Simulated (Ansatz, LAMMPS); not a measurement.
**A vacancy of O at several sites of amorphous Al2O3 (155 atoms)**

At which site of amorphous Al2O3 (155 atoms) does a vacancy of O cost least, and what about the site decides it?

Program: Ansatz 0.2.0. Level of theory: Kohn-Sham DFT, PBE, PAW (set soft_2), plane waves. Results are calculated unless marked as measured.

## (1) Set-up

The cell holds 155 atoms: 62 Al and 93 O. Its edges and angles: a = 12.482 Å, b = 12.482 Å, c = 12.482 Å, α = 90.0°, β = 90.0°, γ = 90.0°. 155 atoms (62 Al, 93 O) placed at random at 2.7 g/cm³, melted at 5000 K for 10 ps at fixed volume with the Morse and Coulomb pair potential with partial charges (Pedone, Malavasi, Menziani, Cormack and Segre, J. Phys. Chem. B 110, 11780 (2006)). Quenched from 5000 K to 300 K at 20 K/ps and fixed volume, held 5 ps, then minimised at fixed cell.

Limits known from the start: The quench rate of 20 K/ps is orders of magnitude faster than experiment, which tends to freeze in extra defects. The starting topology of bonds comes from the classical model, and needn't be the one that DFT or experiment would give. Only the Γ point is sampled, in a cell whose shortest periodic width is 12 Å.

## (2) Single point at the start

A single point comes first, to see the forces before anything moves.

The input, input.yaml:

```yaml
crystal:
  lattice:
    - [12.4819, 0.0, 0.0]
    - [0.0, 12.4819, 0.0]
    - [0.0, 0.0, 12.4819]
  atoms:
    - { symbol: Al, position: [0.30669, 0.67141, 0.01968] }
    - { symbol: Al, position: [0.86345, 0.92857, 0.45912] }
    - { symbol: Al, position: [0.18981, 0.59319, 0.81292] }
    - { symbol: Al, position: [0.43655, 0.87144, 0.52953] }
    - { symbol: Al, position: [0.02913, 0.76076, 0.6926] }
    - { symbol: Al, position: [0.56347, 0.35111, 0.94566] }
    - { symbol: Al, position: [0.94434, 0.85261, 0.90468] }
    - { symbol: Al, position: [0.05765, 0.57047, 0.47701] }
    - { symbol: Al, position: [0.26615, 0.26121, 0.42547] }
    - { symbol: Al, position: [0.82457, 0.21731, 0.2295] }
    - { symbol: Al, position: [0.42873, 0.92094, 0.26886] }
    - { symbol: Al, position: [0.62018, 0.69063, 0.55753] }
    - { symbol: Al, position: [0.19181, 0.05155, 0.17968] }
    - { symbol: Al, position: [0.20817, 0.21895, 0.97682] }
    - { symbol: Al, position: [0.45393, 0.44377, 0.50152] }
    - { symbol: Al, position: [0.07127, 0.30999, 0.56341] }
    - { symbol: Al, position: [0.32226, 0.01003, 0.96869] }
    - { symbol: Al, position: [0.94127, 0.01663, 0.16559] }
    - { symbol: Al, position: [0.19588, 0.86483, 0.53006] }
    - { symbol: Al, position: [0.79574, 0.88213, 0.72369] }
    - { symbol: Al, position: [0.60588, 0.53106, 0.34182] }
    - { symbol: Al, position: [0.59249, 0.73239, 0.77927] }
    - { symbol: Al, position: [0.63615, 0.30761, 0.35177] }
    - { symbol: Al, position: [0.40143, 0.6582, 0.24762] }
    - { symbol: Al, position: [0.73916, 0.9342, 0.03046] }
    - { symbol: Al, position: [0.27901, 0.02286, 0.39339] }
    - { symbol: Al, position: [0.04146, 0.16798, 0.76704] }
    - { symbol: Al, position: [0.46888, 0.20494, 0.47614] }
    - { symbol: Al, position: [0.08983, 0.42347, 0.28892] }
    - { symbol: Al, position: [0.23227, 0.11591, 0.61948] }
    - { symbol: Al, position: [0.41203, 0.17814, 0.81723] }
    - { symbol: Al, position: [0.85859, 0.47745, 0.37262] }
    [... 117 atom lines left out ...]
    - { symbol: O, position: [0.81712, 0.40729, 0.49408] }
    - { symbol: O, position: [0.6978, 0.38048, 0.91464] }
    - { symbol: O, position: [0.59952, 0.36525, 0.23433] }
    - { symbol: O, position: [0.08033, 0.5064, 0.80143] }
    - { symbol: O, position: [0.73971, 0.59828, 0.57925] }
    - { symbol: O, position: [0.32926, 0.15366, 0.93351] }
kpoints:
  mp_grid: { grid: [1, 1, 1] }
hamiltonian:
  xc: pbe
scf:
  occupations: { method: fixed }
output:
  forces: true
```

On the command line:

```sh
$ ansatz run input.yaml --threads 4 --pin off --max-ram 8192MiB --backend cpu --events-out ev --progress --plain --runs-dir out
```

Numbers of over 12 decimals in the logs are rounded to 6 here.

Log:

```text
Engine: ansatz 0.2.0, aarch64-unknown-linux-gnu
Pseudopotentials: kind: paw
Pseudopotential: Al, paw, valence charge 3, recommended cutoff 420 eV (normal), Al.paw.azcp
Pseudopotential: O, paw, valence charge 6, recommended cutoff 420 eV (normal), O.paw.azcp
Functional definition: PBE
  parameter kappa = 0.804
  parameter beta = 0.066725
  exchange = pbe_x(kappa = kappa, mu = beta*pi^2/3)
  correlation = pbe_c(beta = beta)
Crystal: 155 atoms, lattice volume = 1944.653 Å³
Basis set: ecut = 420 eV, 38089 PW (Γ), exchange–correlation on 180×180×180 points (8 copies of the dense FFT grid, shifted against one another)
Bands: 527, of which v1, the nominal top of the filled ones, is band 372 counted from 1 (371 counted from 0)
Symmetry: 1 space group operations
Space group: P1 (ITA 1), of the structure as read, at distance tolerance 1.2e-4 Å
k-points: 1
Non-local potential: Al, projectors of the file, l = 0: 2, l = 1: 2, l = 2: 1
Non-local potential: O, projectors of the file, l = 0: 2, l = 1: 2, l = 2: 1
PAW form: soft (Blöchl's): semilocal exchange-correlation on the pseudo side does not see the compensation charge
PAW one-centre angular grid: Al, 110 points (default); XC on 64 Gauss nodes
PAW one-centre angular grid: O, 110 points (default); XC on 64 Gauss nodes
Initial density: superposition of atomic densities (neutral atoms: chi_scale 0, normalization atom), corrected by the library's trained network
Initial wavefunctions: pseudopotential atomic-orbital guess
Functional: x = pbe(κ = 0.804, μ = 0.219515), c = pbe(β = 0.066725)
SCF iter   1: F=—  HF=-86304.303664 eV  |F-HF|=—  |Δ(HF+E_count)|=         —  Δρ=2.39e-3  dr2=2.48e-1  ethr=1.77e-3  ⟨swp⟩=5.0  Hψ=1684  notcnv=0  defer=150
preconditioner: auto → Resta (q_TF=auto, 2.325 Å⁻¹)  ε∞=3.2  [insulator: Δε(μ)=3.079 eV  Ē_g=15.335 eV  n_scr=436 (ndim 8)  ℏωp=23.0 eV  f_vac=0.088  ε∞_Penn≈3.2]
SCF iter   2: F=—  HF=-86304.265687 eV  |F-HF|=—  |Δ(HF+E_count)|=   3.80e-2  Δρ=1.37e-3  dr2=6.28e-2  ethr=3.34e-5  ⟨swp⟩=3.0  Hψ=820  notcnv=0  defer=153
SCF iter   3: F=—  HF=-86304.260367 eV  |F-HF|=—  |Δ(HF+E_count)|=   5.32e-3  Δρ=6.65e-4  dr2=1.81e-2  ethr=8.44e-6  ⟨swp⟩=3.0  Hψ=669  notcnv=0  defer=114
automatic band count: iteration 3 solves 488 bands in place of 527: the levels show a gap, and the empty bands left out lie too high to hold charge; the band table lists the bands solved (type scf.n_extra_bands for more)
SCF iter   4: F=—  HF=-86304.256758 eV  |F-HF|=—  |Δ(HF+E_count)|=   3.61e-3  Δρ=2.24e-4  dr2=1.20e-3  ethr=2.43e-6  ⟨swp⟩=3.0  Hψ=664  notcnv=0  defer=114
SCF iter   5: F=—  HF=-86304.256798 eV  |F-HF|=—  |Δ(HF+E_count)|=   4.04e-5  Δρ=1.59e-4  dr2=4.02e-4  ethr=1.62e-7  ⟨swp⟩=2.0  Hψ=700  notcnv=0  defer=114
SCF iter   6: F=—  HF=-86304.256767 eV  |F-HF|=—  |Δ(HF+E_count)|=   3.13e-5  Δρ=3.78e-5  dr2=3.27e-5  ethr=5.40e-8  ⟨swp⟩=2.0  Hψ=700  notcnv=0  defer=114
SCF iter   7: F=—  HF=-86304.260476 eV  |F-HF|=—  |Δ(HF+E_count)|=   3.71e-3  Δρ=1.44e-5  dr2=4.25e-6  ethr=4.39e-9  ⟨swp⟩=2.0  Hψ=859  notcnv=0  defer=109
SCF iter   8: F=—  HF=-86304.260479 eV  |F-HF|=—  |Δ(HF+E_count)|=   2.66e-6  Δρ=1.15e-5  dr2=2.07e-6  ethr=5.71e-10  ⟨swp⟩=2.0  Hψ=751  notcnv=0  defer=109
SCF iter   9: F=-86304.260478 eV  HF=-86304.260478 eV  |F-HF|=3.65e-8  |Δ(HF+E_count)|=   1.82e-7  Δρ=2.08e-6  dr2=8.14e-8  ethr=1.34e-11  ⟨swp⟩=3.0  Hψ=1722  notcnv=0
SCF 1 converged in 9 iterations: F = -86304.260478 eV  dr2 = 8.14e-8
  greatest PAW one-centre occupation: 0.863 electrons in one spin orbital (limit 2), on the O atom at site 130 (counted from 0), in its partial waves of l = 0
SCF converged after 9 iterations
Free energy (F): -86304.260478 eV
Harris-Foulkes:  -86304.260478 eV  (|F-HF|=3.65e-8)
Internal energy: -86304.260478 eV  (E = F + TS)
E sigma→0 (E₀):  -86304.260478 eV
Fermi energy:    4.220089 eV
--- Per-component energies (eV) ---
  E_band       = -2226.124931
  E_kinetic    = 18115.598433
  E_local      = -46136.432647  (includes V_loc(G=0)·N_el)
  E_nonlocal   = 5071.997345
  E_hartree    = 17508.876964
  E_xc         = -9416.468913
  E_vxc        = -10667.234956  (∫ρ·V_xc dr)
  E_paw        = -43750.364735  (= ΣΔE_a)
  E_vpaw       = -3628.030463  (= ΣTr[D̂ρ^β])
  E_aug_tail   = 0.234767  (compensation charges beyond the density's cutoff)
  E_ewald      = -27697.701693
  E_smearing   = -0.000000  (= −TS)
  E_closure    = 0.000000  (closes the sum)
  Σ components = -86304.260478   (vs F -86304.260478, Δ=0.00e0)
--- Forces (eV/Å), atoms counted from 1 ---
  atom   1  Al     0.23098092     0.32364376    -0.42685281
  atom   2  Al     0.08792268    -0.01498089    -0.24024466
  atom   3  Al     0.19994167    -0.01350466     0.07490310
  atom   4  Al     0.12869868    -0.23748890    -0.10453128
  atom   5  Al     0.04955405     0.24564805     0.14291374
  atom   6  Al     0.24752047     0.03321102    -0.00966347
  atom   7  Al     0.06762914     0.02481950     0.82833645
  atom   8  Al    -0.15647693    -0.42614111    -0.39096127
  atom   9  Al     0.60652965     0.01542159     0.06652567
  atom  10  Al    -0.08789219     0.05125386    -0.31849226
  atom  11  Al    -0.20971870    -0.04983047    -0.04307136
  atom  12  Al     0.17278681    -0.17394522    -0.31654870
  atom  13  Al    -0.47690978     0.75342139     0.11494180
  atom  14  Al    -0.06995427    -0.16150914     0.62770833
[...]
atom 154  O     -0.31963473     0.47361588     0.27818815
  atom 155  O      0.50872708     0.07879737     0.20186689
  max |Σ_I F_I| component: 1.42e-4 eV/Å
```

The job ended after 25 s (4 threads of Arm Neoverse V2, shared host; peak memory 2.6 GiB; 98 s of CPU time).

The column dr2 measures how far the density is from self-consistency, as an energy; F and HF (Harris–Foulkes) agree once it is small.

The r.m.s. force at the start is 0.38 eV/Å.

## (3) Relaxation

The atoms are relaxed in the fixed cell, aiming at the force tolerance of the input.

The input, input.yaml:

```yaml
crystal:
  lattice:
    - [12.4819, 0.0, 0.0]
    - [0.0, 12.4819, 0.0]
    - [0.0, 0.0, 12.4819]
  atoms:
    [... the 155 atom lines of step 2 ...]
kpoints:
  mp_grid: { grid: [1, 1, 1] }
hamiltonian:
  xc: pbe
scf:
  occupations: { method: fixed }
output:
  forces: true
relax:
  f_tol: 0.05
  max_steps: 120
```

Log:

```text
[...]
Crystal: 155 atoms, lattice volume = 1944.653 Å³
Basis set: ecut = 420 eV, 38089 PW (Γ), exchange–correlation on 180×180×180 points (8 copies of the dense FFT grid, shifted against one another)
Bands: 527, of which v1, the nominal top of the filled ones, is band 372 counted from 1 (371 counted from 0)
Symmetry: 1 space group operations
[...]
k-points: 1
[...]
SCF iter   1: F=—  HF=-86304.303664 eV  |F-HF|=—  |Δ(HF+E_count)|=         —  Δρ=2.39e-3  dr2=2.48e-1  ethr=1.77e-3  ⟨swp⟩=5.0  Hψ=1684  notcnv=0  defer=150
[...]
SCF iter   6: F=-86304.260467 eV  HF=-86304.260465 eV  |F-HF|=1.90e-6  |Δ(HF+E_count)|=   5.03e-5  Δρ=3.79e-5  dr2=3.41e-5  ethr=8.40e-9  ⟨swp⟩=3.0  Hψ=1565  notcnv=0
SCF 1 converged in 6 iterations: F = -86304.260467 eV  dr2 = 3.41e-5
[...]
relax step   1: F+E_penalty+E_count = -86304.26046673 eV  Δ(F+E_penalty+E_count) = +0.000e0 eV  max|allowed force component| = 1.307e0 eV/Å  Δτ_max = 0.0000 Å  (6 SCF iters, dr2 threshold 6.25e-5 eV, accepted)
[... from here on, the SCF cycles and remarks between the steps are left out ...]
relax step   2: F+E_penalty+E_count = -86305.47060768 eV  Δ(F+E_penalty+E_count) = -1.210e0 eV  max|allowed force component| = 9.270e-1 eV/Å  Δτ_max = 0.0612 Å  (6 SCF iters, dr2 threshold 1.00e-4 eV, accepted)
relax step   3: F+E_penalty+E_count = -86306.53685883 eV  Δ(F+E_penalty+E_count) = -1.066e0 eV  max|allowed force component| = 4.120e-1 eV/Å  Δτ_max = 0.1428 Å  (7 SCF iters, dr2 threshold 5.37e-5 eV, accepted)
relax step   4: F+E_penalty+E_count = -86307.04730063 eV  Δ(F+E_penalty+E_count) = -5.104e-1 eV  max|allowed force component| = 2.194e-1 eV/Å  Δτ_max = 0.2000 Å  (7 SCF iters, dr2 threshold 3.35e-5 eV, accepted)
relax step   5: F+E_penalty+E_count = -86307.14602761 eV  Δ(F+E_penalty+E_count) = -9.873e-2 eV  max|allowed force component| = 1.268e-1 eV/Å  Δτ_max = 0.2000 Å  (7 SCF iters, dr2 threshold 9.51e-6 eV, accepted)
relax step   6: F+E_penalty+E_count = -86307.16874353 eV  Δ(F+E_penalty+E_count) = -2.272e-2 eV  max|allowed force component| = 1.045e-1 eV/Å  Δτ_max = 0.1874 Å  (7 SCF iters, dr2 threshold 4.56e-6 eV, accepted)
relax step   7: F+E_penalty+E_count = -86307.13473368 eV  Δ(F+E_penalty+E_count) = +3.401e-2 eV  max|allowed force component| = 4.788e-1 eV/Å  Δτ_max = 0.1788 Å  (7 SCF iters, dr2 threshold 3.65e-6 eV, rejected (line search))
relax step   8: F+E_penalty+E_count = -86307.17751989 eV  Δ(F+E_penalty+E_count) = -8.776e-3 eV  max|allowed force component| = 2.783e-2 eV/Å  Δτ_max = 0.0678 Å  (9 SCF iters, accepted)
SCF converged after 9 iterations
Free energy (F): -86307.177520 eV
[...]
Internal energy: -86307.177520 eV  (E = F + TS)
E sigma→0 (E₀):  -86307.177520 eV
Fermi energy:    4.008031 eV
[...]
Σ components = -86307.177520   (vs F -86307.177520, Δ=0.00e0)
--- Forces (eV/Å), atoms counted from 1 ---
  atom   1  Al     0.00765377     0.00113680     0.00667932
  atom   2  Al    -0.02518543    -0.00829964     0.00169249
  atom   3  Al     0.01716240    -0.00322517    -0.02223808
  atom   4  Al     0.00459577     0.00510421     0.00174550
[...]
atom 155  O     -0.00579600    -0.00532086     0.00582934
  max |Σ_I F_I| component: 9.04e-5 eV/Å
--- Relaxed structure (8 steps of the walk, 7 accepted, 0 SCFs on fresh bases) ---
  F+E_penalty+E_count = -86307.17751989 eV   max|allowed force component| = 2.783e-2 eV/Å
  atoms:
    - { symbol: Al, position: [0.306094, 0.671796, 0.017110] }
    - { symbol: Al, position: [0.855129, 0.928928, 0.465723] }
    - { symbol: Al, position: [0.191151, 0.590438, 0.812940] }
    - { symbol: Al, position: [0.437701, 0.877737, 0.529726] }
[...]
- { symbol: O, position: [0.329052, 0.155596, 0.939620] }
```

It took 2.8 min on 4 threads; peak memory 2.5 GiB; 11 min of CPU time.

The relaxation converged after 8 steps, 2.92 eV below its start, with a largest force component of 0.028 eV/Å.

## (4) Single point at the relaxed geometry

One more single point at the end of the walk gives the fuller output and checks the residual forces.

The input, input.yaml:

```yaml
crystal:
  lattice:
    - [12.4819, 0.0, 0.0]
    - [0.0, 12.4819, 0.0]
    - [0.0, 0.0, 12.4819]
  atoms:
    - { symbol: Al, position: [0.30609, 0.6718, 0.01711] }
    - { symbol: Al, position: [0.85513, 0.92893, 0.46572] }
    - { symbol: Al, position: [0.19115, 0.59044, 0.81294] }
    - { symbol: Al, position: [0.4377, 0.87774, 0.52973] }
    - { symbol: Al, position: [0.03033, 0.75476, 0.6901] }
    - { symbol: Al, position: [0.56497, 0.34836, 0.94817] }
    [... 143 atom lines left out ...]
    - { symbol: O, position: [0.81895, 0.41081, 0.49769] }
    - { symbol: O, position: [0.70012, 0.3813, 0.91834] }
    - { symbol: O, position: [0.60421, 0.35667, 0.22319] }
    - { symbol: O, position: [0.07768, 0.50914, 0.81279] }
    - { symbol: O, position: [0.74517, 0.60198, 0.5896] }
    - { symbol: O, position: [0.32905, 0.1556, 0.93962] }
kpoints:
  mp_grid: { grid: [1, 1, 1] }
hamiltonian:
  xc: pbe
scf:
  occupations: { method: fixed }
output:
  forces: true
  stress: true
  populations: true
  dos:
    method: { smearing: { sigma: 0.08 } }
    de: 0.1
    projected: { site_lists: { Al: [Al], O: [O] } }
  eigenvalues: true
  write_density: true
  write_potential: true
  volumetric_format: npy
```

Log:

```text
[...]
Crystal: 155 atoms, lattice volume = 1944.653 Å³
Basis set: ecut = 420 eV, 38089 PW (Γ), exchange–correlation on 180×180×180 points (8 copies of the dense FFT grid, shifted against one another)
Bands: 527, of which v1, the nominal top of the filled ones, is band 372 counted from 1 (371 counted from 0)
Symmetry: 1 space group operations
[...]
k-points: 1
[...]
SCF iter   1: F=—  HF=-86307.203785 eV  |F-HF|=—  |Δ(HF+E_count)|=         —  Δρ=2.31e-3  dr2=1.99e-1  ethr=1.77e-3  ⟨swp⟩=5.0  Hψ=1905  notcnv=0  defer=151
[...]
SCF iter   9: F=-86307.177514 eV  HF=-86307.177514 eV  |F-HF|=3.12e-8  |Δ(HF+E_count)|=   2.45e-8  Δρ=1.82e-6  dr2=6.39e-8  ethr=1.34e-11  ⟨swp⟩=23.0  Hψ=5045  notcnv=0
SCF 1 converged in 9 iterations: F = -86307.177514 eV  dr2 = 6.39e-8
[...]
SCF converged after 9 iterations
Free energy (F): -86307.177514 eV
[...]
Internal energy: -86307.177514 eV  (E = F + TS)
E sigma→0 (E₀):  -86307.177514 eV
Fermi energy:    4.007525 eV
[...]
--- Forces (eV/Å), atoms counted from 1 ---
  atom   1  Al     0.00734870    -0.00046332     0.00691155
  atom   2  Al    -0.02644854    -0.00868199     0.00248111
  atom   3  Al     0.01654808    -0.00383616    -0.02230195
  atom   4  Al     0.00498604     0.00367473     0.00041833
  atom   5  Al     0.01066108     0.00105811    -0.02082409
  atom   6  Al    -0.00784971    -0.00783949    -0.00967800
  atom   7  Al    -0.00367886     0.00533963    -0.00899762
  atom   8  Al    -0.00479494    -0.00870907    -0.00059358
  atom   9  Al     0.00942426     0.00454773     0.00799179
  atom  10  Al    -0.00103371     0.00557593    -0.00060735
  atom  11  Al    -0.00001556     0.00090015     0.00572669
  atom  12  Al    -0.01708760    -0.02172381    -0.00355363
  atom  13  Al     0.00253407     0.00245974     0.00519941
  atom  14  Al     0.00636792    -0.00764644    -0.00027369
[...]
atom 154  O      0.00505302    -0.00448199     0.00166727
  atom 155  O     -0.00515779    -0.00601002     0.00563907
  max |Σ_I F_I| component: 8.34e-5 eV/Å
--- Stress (GPa, compression-positive) ---
       -2.685804       0.101092      -0.927637
        0.101081      -1.852388      -0.747252
       -0.927644      -0.747249      -1.342477
  P = ⅓ Tr σ = -1.9602 GPa (-19.602 kbar)
--- Band table (eV) ---
[...]
--- Löwdin populations: 155 sites ---
  site symbol       q [e]
     0     Al      1.6290
     1     Al      1.6657
     2     Al      1.6187
[...]
154      O      6.8360
  spilling = 0.008484 (of n_electrons = 744.000000)
```

Run time: 53 s. Hardware: 4 threads; peak memory 2.8 GiB; 3.4 min of CPU time.

Read from the output:

```yaml
free_energy: -86307.1775 eV
free_energy_per_atom: -556.8205 eV/atom
scf_cycles: 9
pressure: -1.96 GPa
r_m_s_force_component: 0.00654 eV/Å
longest_force: 0.02803 eV/Å
fermi_energy: 4.008 eV
spacing_of_highest_filled_and_lowest_empty_level: 3.064 eV
spilling_of_the_projection: 0.008484
```

(Part 1 of 2 ends here.)

[Logs are printed without paths, hosts, clocks, repeated set-up lines and the standing remarks that a program may print on its own settings, such as how far it seeks lower states.]

[Hosts, paths, dates, database ids (printed as entryN), source tags and the programs' standing remarks are cut or masked in the printed files.]
